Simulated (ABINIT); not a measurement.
Runs of ABINIT 10.8.3 (patched build) on Cl. The structure is orthorhombic, space group Cmce (No. 64). The conventional cell has a = 6.290 Å, b = 4.500 Å, c = 8.210 Å, α = 90.00°, β = 90.00°, γ = 90.00°. Cl (site symmetry m) has 1 Cl at 2.02 Å as nearest neighbours. 

```csv
task,level,potentials or basis,cell,k mesh,cutoff (eV),smearing,cell freedom (optcell),cutoff smearing ecutsm (Ha),optimiser (ionmov),force stop (Ha/bohr),fine-grid cutoff,mesh quality,gap on the mesh (eV),pressure (GPa),largest force (eV/Å)
relaxation of cell and atoms,LDA,JTH PAW LDA v2.0,relaxed,7 × 7 × 4,680,fermi-dirac 0.05 eV,2,0.5,2,0.0001,1278.94 eV,not flagged,(c),0.0,-
single point,PBE,PseudoDojo NC SR PBE v0.4.1 standard,as given,5 × 5 × 3,599,fermi-dirac 0.05 eV,-,-,-,-,-,not flagged,(a),0.2,0.10
single point,r2SCAN,JTH PAW PBE v2.0,as given,6 × 6 × 3,816,fermi-dirac 0.05 eV,-,-,-,-,1414.99 eV,not flagged,2.84,-,0.13
single point,LDA,JTH PAW LDA v2.0,as given,3 × 3 × 2,680,fermi-dirac 0.05 eV,-,-,-,-,1278.94 eV,coarse,2.35,-2.4,0.17
single point,PBE,JTH PAW PBE v2.0,as given,3 × 3 × 2,680,fermi-dirac 0.05 eV,-,-,-,-,1278.94 eV,coarse,(b),0.6,0.10
single point,PBEsol,JTH PAW PBE v2.0,as given,6 × 6 × 3,680,fermi-dirac 0.05 eV,-,-,-,-,1278.94 eV,not flagged,(d),-0.9,0.17
band structure,TB-mBJ,JTH PAW LDA v2.0,as given,6 × 6 × 3,816,fermi-dirac 0.05 eV,-,-,-,-,1414.99 eV,not flagged,3.89,-,-
single point,PBEsol,PseudoDojo NC SR PBEsol v0.4.1 standard,as given,7 × 7 × 4,789,fermi-dirac 0.05 eV,-,-,-,-,-,not flagged,2.41,-0.9,0.19
single point,LDA,JTH PAW LDA v2.0,as given,4 × 4 × 2,680,fermi-dirac 0.05 eV,-,-,-,-,1278.94 eV,coarse,2.33,-2.4,0.17
dielectric tensor,PBE,PseudoDojo NC SR PBE v0.4.1 standard,as given,4 × 4 × 4,599,fixed,-,-,-,-,-,coarse,-,0.2,0.10
single point,PBE,JTH PAW PBE v2.0,as given,4 × 4 × 2,680,fermi-dirac 0.05 eV,-,-,-,-,1278.94 eV,coarse,2.48,0.6,0.11
```

Alike in all rows: no spin polarisation.

Q: Estimate the missing entries.

A: (a) 2.47; (b) 2.50; (c) 1.83; (d) 2.43.

Caveats: some runs use coarse meshes; an odd mesh through Γ misses points on the zone boundary, where band edges often lie (some runs); the PAW data sets were made with another functional, which shifts forces and pressure a little (some runs); the constant c of TB-mBJ comes from the pseudo density here, which moves gaps by up to 0.3 eV between sets of potentials (some runs).

Not every run made on this cell is shown here.
